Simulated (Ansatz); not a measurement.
Moving the functional in SnTe

```yaml
crystal:
  lattice:
    - [0.00000, 3.15085, 3.15085]
    - [3.15085, 0.00000, 3.15085]
    - [3.15085, 3.15085, 0.00000]
  atoms:
    - { symbol: Te, position: [0.50000, 0.50000, 0.50000] }
    - { symbol: Sn, position: [0.00000, 0.00000, 0.00000] }
```

Kept alike: task equation of state; k mesh 7 × 7 × 7; occupations fermi-dirac, width 0.05 eV; no spin polarisation. Program: Ansatz, Ansatz PAW. Cutoffs run from 420 to 500 eV. The mesh is that of the run's cell of 2 atoms. No spin-orbit coupling.

```csv
functional,volume (Å³/atom),bulk modulus (GPa)
LDA,30.246,50.2
PBE,32.874,40.2
r2SCAN,32.303,43.8
```

Volume and modulus come from cells scaled at fixed shape and fractions. All rows use potentials made for PBE.

Problem. What does the functional change here?

Solution. The volume runs from 30.246 (LDA) to 32.874 Å³/atom (PBE). From PBE: LDA -2.628; r2SCAN -0.571. Measured: 31.45 Å³/atom at 300 K (a printed reference work); nearest r2SCAN, 0.85 Å³/atom off. The runs are for a static lattice. The bulk modulus runs from 40.2 (PBE) to 50.2 GPa (LDA). From PBE: LDA +10.0; r2SCAN +3.6.
